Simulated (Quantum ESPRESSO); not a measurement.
**MgS in Quantum ESPRESSO: convergence with k mesh**

MgS:

```
CELL_PARAMETERS angstrom
3.61091 0.00000 0.00000
-1.80545 3.12714 0.00000
0.00000 0.00000 3.30526
ATOMIC_POSITIONS crystal
Mg 0.00000 0.00000 0.50000
S 0.66667 0.33333 0.00000
```

The cell was built by a generator and needn't be a form met in nature.

| Quantity | Value |
| --- | --- |
| Program | Quantum ESPRESSO 7.5 |
| Task | single point |
| Functional | PBE |
| Potentials or basis | JTH 2.0 PBE |
| Cutoff | 612 eV |
| Density cutoff | 3674 eV |
| k mesh | 1 × 1 × 1 |
| Occupations | gaussian, width 0.136 eV |
| Spin | no spin polarisation |

These are the settings of the first run; the series varies k mesh, with any setting tied to it.

Hardware: 1 thread of Arm Neoverse V1 (shared host).

**Question.** The values tried are 1 × 1 × 1, 3 × 3 × 2, 4 × 4 × 4, 5 × 5 × 5, 7 × 7 × 6, 8 × 8 × 7, 9 × 9 × 8, 11 × 11 × 10, 13 × 13 × 11, loosest first. From which on does the pressure stay within 0.1 GPa of the tightest run that finished?

**Answer.** From 7 × 7 × 6 on.

```tsv
k mesh	energy less the tightest run, at zero smearing (meV/atom)	pressure (GPa)	gap on the mesh (eV)	SCF cycles	CPU time (s)	peak memory (GiB)
1 × 1 × 1	4294.53	30.63	2.508	9	2	0.05
3 × 3 × 2	407.46	4.20	1.915	8	3.6	0.05
4 × 4 × 4	35.32	0.62	1.214	9	8.6	0.05
5 × 5 × 5	9.47	0.28	2.013	9	11	0.05
7 × 7 × 6	2.31	0.18	1.405	9	24	0.07
8 × 8 × 7	0.80	0.16	1.398	9	32	0.08
9 × 9 × 8	0.31	0.16	1.292	9	48	0.1
11 × 11 × 10	0.03	0.15	1.258	9	82	0.15
13 × 13 × 11	0.00	0.15	1.324	9	120	0.19
```

Against the tightest run, the energy stays within 1 meV/atom from 8 × 8 × 7 on. Not settled before the last step: the gap on the mesh (to 0.01 eV). Meshes of other sizes hit other points, so gaps and Fermi surfaces needn't settle smoothly. The tightest run that finished is the yardstick and may itself not be fully converged.

Caveat, for the tightest run too: the cutoff is low for these files, which shifts pressure and relaxed volume; an odd mesh through Γ misses points on the zone boundary, where band edges often lie.
